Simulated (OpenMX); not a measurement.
## Au: single point with PBE

Crystal: Au.

```
Au
1.0
     2.80338    0.00000    0.00000
     0.00000    2.80338    0.00000
     0.00000    0.00000    2.74841
Au
1
Direct
  0.50000 0.50000 0.50000
```

The cell was built by a generator and needn't be a form met in nature.

| Quantity | Value |
| --- | --- |
| Program | OpenMX 3.8.5 |
| Task | single point |
| Functional | PBE |
| Potentials or basis | OpenMX 2013 PBE set, Au7.0-s3p2d2f1, grid cutoff 400 Ry |
| k mesh | 7 × 7 × 7 |
| Occupations | fermi-dirac, width 0.05 eV |
| Spin | no spin polarisation |
| Mixing scheme | rmm-diisk |
| SCF threshold | 1e-08 Ha |
| Solver | band |
| Max SCF cycles | 100 |

```yaml
Pressure: -2.8 GPa
Band_gap_on_the_k_mesh: none (metal or under the smearing width)
```

Levels at points of the mesh, in eV from the Fermi level:
| k point | band 6 | band 7 | band 8 | band 9 | band 10 | band 11 | band 12 | band 13 |
| --- | --- | --- | --- | --- | --- | --- | --- | --- |
| (0.00, 0.00, 0.00) | -5.42 | -1.62 | -1.55 | -1.55 | 13.51 | 13.51 | 14.35 | 20.35 |

Wall time 58 s on 1 thread of Arm Neoverse V1, on a shared host, peak memory 0.68 GiB.

Caveat: the basis of atomic orbitals isn't converged, which shifts pressures, moduli and gaps. Spin-orbit coupling is left out, which matters for the levels of Au.
